**Does one of these rows break the elastic pattern?**

I have a map of diamond-structure silicon, squeezed or stretched along one cubic axis while the volume is held fixed. The shape ratio is the length along that axis over the length across it, and 1 is the cubic crystal. Elasticity led me to expect a symmetric bowl. In the column for 19.965 Å³ per atom, though, the row at 0.834 has 102.4 meV and the row at 1.200 has 159.9 meV, although both differ from cubic by nearly the same factor. Is one of the end rows off, or does something happen to the silicon on the way?

Diamond-structure silicon, computed with Ansatz 0.2.0: DFT with PBE, scalar-relativistic, PAW, plane-wave cutoff 420 eV, 10×10×10 k mesh, Gaussian smearing of 0.05 eV, no spin polarization. The shape ratio is c/a of the conventional cell; symmetry fixes the fractional coordinates. Free energies are relative to the relaxed crystal (ratio 1, 20.456 Å³ per atom).

| shape ratio | free energy change at volume per atom 18.001 angstrom^3 (meV an atom) | free energy change at volume per atom 19.965 angstrom^3 (meV an atom) | free energy change at volume per atom 22.91 angstrom^3 (meV an atom) |
| --- | --- | --- | --- |
| 0.834 | 178.1 | 102.4 | 184.0 |
| 0.865 | 155.6 | 71.7 | 145.6 |
| 0.897 | 135.5 | 44.6 | 112.8 |
| 0.930 | 118.5 | 22.7 | 87.9 |
| 0.964 | 106.8 | 8.5 | 71.9 |
| 1.000 | 102.4 | 3.5 | 66.3 |
| 1.037 | 107.3 | 9.0 | 72.3 |
| 1.075 | 122.7 | 26.4 | 91.0 |
| 1.115 | 149.4 | 57.0 | 123.7 |
| 1.157 | 188.3 | 101.2 | 171.0 |
| 1.200 | 239.2 | 159.9 | 233.2 |

**Answer**

Neither end row is off. The parabola fails gradually on both sides, and in your column every row lies on one smooth curve. What needs explaining is therefore a bend of the whole curve, and the bend has a direction: flattening is the cheap side.

First separate the cost of shape from the cost of volume, by subtracting the value for ratio 1 in the same column. Your column has 3.5 meV there, so the end rows cost 102.4 − 3.5 = 98.9 meV and 159.9 − 3.5 = 156.4 meV per atom.

The simple pattern comes from linear elasticity. Let x be the natural logarithm of the shape ratio. At fixed volume the crystal is strained by 2x/3 along the axis and by −x/3 in each direction across it. The squares of these strains add up to 2x²/3, so the cost per atom is (2/3)·V·C′·x², where V is the volume per atom and C′ the stiffness against this change of shape.

Take the row at 0.834 as an example. The curvature at the cubic shape corresponds to C′ = 48.8 GPa, or 0.304 eV/Å³, and x² is 0.033. The formula gives (2/3) × 19.965 × 0.304 × 0.033 ≈ 0.134 eV, about 35 meV more than the calculation found. This is no blind prediction, because C′ was taken from a curve fitted to all eleven rows, this one included.

At the other end, the same parabola is about 22 meV too low. The misses grow steadily from the centre outwards, with opposite signs on the two sides. For a change of shape of about 7% the formula is still good to roughly a tenth. At the flattened end it is a third too high.

A smooth curve with terms in x², x³ and x⁴, fitted to the eleven rows of your column, removes these misses. It leaves at most 0.3 meV, which the rounding of the printed ratios can account for. The analysis printed below gives the comparison row by row.

Symmetry explains why the curve has this form. A term in x itself is forbidden, because the three cubic axes are equivalent and the cubic shape must be a stationary point. A term in x³ is allowed, because a flattened crystal is not the mirror image of a stretched one. The parabola is thus only the first term of the energy, and the next term already favours one side.

The atoms show what this means. Every silicon atom keeps its four equal bonds, and at fixed volume these lengthen by less than 0.8% anywhere in the series. The angles between them change much more: at ratio 0.834, two of the six angles at each atom open from 109.5° to 118.9°, and the other four close to 105°. Near the relaxed volume, as in your column, the change of shape is therefore mainly bond bending.

Bending alone already makes flattening cheaper. Suppose that each pair of bonds resists a change in the cosine of its angle, with one stiffness for all pairs. For the two angles that change most, the cosine moves by 0.15 at the flattened end but by 0.17 at the stretched end, and the cost goes with the square. Given the same curvature at the cubic shape as the parabola, this spring model is still too high at the flattened end and too low at the stretched end, but its misses are only about a half and a third of the parabola's. The rest must come from something the model leaves out. One candidate is a bending stiffness that falls as the crystal is flattened, but the table can't single it out.

Part of the asymmetry depends on how strain is measured. If you use the ratio minus one instead of the logarithm, a perfect parabola gives the same cost over strain squared at both ends. The flattened end then reaches 0.92 of the stretched end in your column, so most of the imbalance disappears. A statement such as "the parabola fails by 35 meV" holds only for the chosen measure of strain.

The change with volume does not depend on that choice, since the same two shapes are compared each time. At 22.91 Å³ per atom, the cost at 0.834 is 0.71 of the cost at 1.200. At 18.001 Å³ it is only 0.55. Meanwhile the stiffness C′ stays within about 5%, so near the cubic shape the cost per atom falls roughly in step with the volume. From the widest to the densest of the three columns that is about a fifth. The cost at 1.200 falls by a little less, but the cost at 0.834 falls by about a third: compression makes flattening relatively easier.

Much of this is expected from the bonds themselves. At fixed volume they lengthen by nearly the same small amount at both ends of the series. In a compressed crystal the bonds are too short, so lengthening them gives energy back; in an expanded crystal it costs extra. The cubic row shows the size: its energy falls from 102.4 to 3.5 meV between 18.001 and 19.965 Å³, about 50 meV per Å³ on average and more steeply at the dense end. A bond longer by 0.7 to 0.8% corresponds to roughly 0.4 Å³, so at 18.001 Å³ both end rows should be relieved by 20 meV or more. The same relief weighs more on a cost of 75.7 meV than on one of 136.8 meV, which lowers their quotient; at 22.91 Å³ the sign is reversed.

Something further waits outside the map. If the diamond lattice is flattened much further along this axis, it turns into the lattice of β-tin, the denser metallic form that silicon takes under pressure. That happens at a ratio of very roughly 0.4. At any volume where that form is a local minimum, the energy must stop rising somewhere on the way and come down again, so the flattened side has to fall below a parabola sooner or later. Compression favours the denser form, but the map stops too early to show the turnover, and it can't tell whether this distant minimum already shapes the rows here.

This also tells you where to look for a real break. Between 0.834 and 1.200 each atom keeps the same four neighbours. The atoms were not relaxed, but symmetry leaves no force on them within the strained cell, so this does not distort the curve. A marked change of slope becomes plausible when further atoms come within bonding distance, well below the lowest ratio here.

A metal with the face-centred cubic structure makes a useful contrast. Flattened in the same way, it becomes body-centred cubic at a ratio of 0.71. Because that shape is cubic too, symmetry requires the energy curve to be level there. Silicon has no second cubic structure so close by, and its cost is still climbing steeply at the edge of your map.

One electronic event does fall inside the map: the calculation reports that the band gap closes on part of it. The PBE functional makes silicon's gap too small, so the closing probably comes too early. At first it should leave only a faint trace in the energy. Few states lie close to the edge of a band, so the first electrons to cross fill only small pockets, and the energy gain starts gently. It grows as the bands overlap further, but a smooth fitted curve can absorb much of it.

The most compressed column may contain such a trace. There the same kind of smooth curve misses the row at 0.865 by 0.7 meV, somewhat more than rounding explains. The other volumes of the map point to the electrons. On the flattened side of each column there is a place where the curvature drops fastest, and it moves towards the cubic shape as the crystal is compressed. A closing gap should behave like this, because compression narrows silicon's indirect gap. If that is the cause, the closing gap adds something to the cheaper flattening under compression, on top of the relief of the bonds. To prove it, you would need the gap itself at closely spaced ratios, with a denser k mesh and less smearing.

Numerical output:

```
fit of D0 on 11 rows: coefficient of x2 3465 +/- 26, coefficient of x3 5056 +/- 42, coefficient of x4 -7977 +/- 917; rms 0.352, worst 0.865 0.734, leave-one-out rms 1.07
fit of D4 on 11 rows: coefficient of x2 4052 +/- 11, coefficient of x3 4684 +/- 18, coefficient of x4 -6108 +/- 393; rms 0.151, worst 1.115 -0.298, leave-one-out rms 0.226
fit of D10 on 11 rows: coefficient of x2 4437 +/- 9.7, coefficient of x3 3989 +/- 16, coefficient of x4 -4294 +/- 337; rms 0.13, worst 1.115 -0.283, leave-one-out rms 0.177
Volume 19.965 A^3 per atom, energies in meV per atom, misses are model less computed:
    row  shape cost  parabola miss  angle spring miss  series miss  rounding limit  two angles (deg)  four angles (deg)
  0.834        98.9          34.63              17.41     -0.01677          0.6168             118.9                105
  0.865        68.2          17.03              8.328      0.04454          0.5655             117.1              105.8
  0.897        41.1          6.782              3.155     -0.08627           0.481             115.2              106.7
   0.93        19.2          2.142              1.076       0.1827          0.3714             113.3              107.6
  0.964           5         0.4475              0.312       0.2056          0.2437             111.4              108.5
    1.0           0              0                  0            0             0.1             109.5              109.5
  1.037         5.5        -0.1507           -0.02365      0.06325          0.2504             107.5              110.5
  1.075        22.9         -1.705            -0.7238         -0.1          0.4025             105.5              111.5
  1.115        53.5         -5.481             -2.218      -0.2978          0.5562             103.5              112.5
  1.157        97.7         -11.52             -3.888       0.2446          0.7072             101.4              113.6
    1.2       156.4         -21.69             -7.228     -0.05528          0.8486             99.37              114.7
Largest bond lengthening at fixed volume (percent): 0.7685
Rows whose series miss exceeds the rounding limit, volume 19.965: 0
Tetragonal shear modulus at 18.001 A^3 per atom (GPa): 46.27
Tetragonal shear modulus at 19.965 A^3 per atom (GPa): 48.78
Tetragonal shear modulus at 22.91 A^3 per atom (GPa): 46.54
Cost at ratio 0.834 over cost at 1.200, volume 18.001: 0.5534
Cost at ratio 0.834 over cost at 1.200, volume 19.965: 0.6324
Cost at ratio 0.834 over cost at 1.200, volume 22.91: 0.7052
Same quotient, each cost first divided by (ratio - 1)^2, volume 18.001: 0.8033
Same quotient, each cost first divided by (ratio - 1)^2, volume 19.965: 0.9179
Same quotient, each cost first divided by (ratio - 1)^2, volume 22.91: 1.024
```
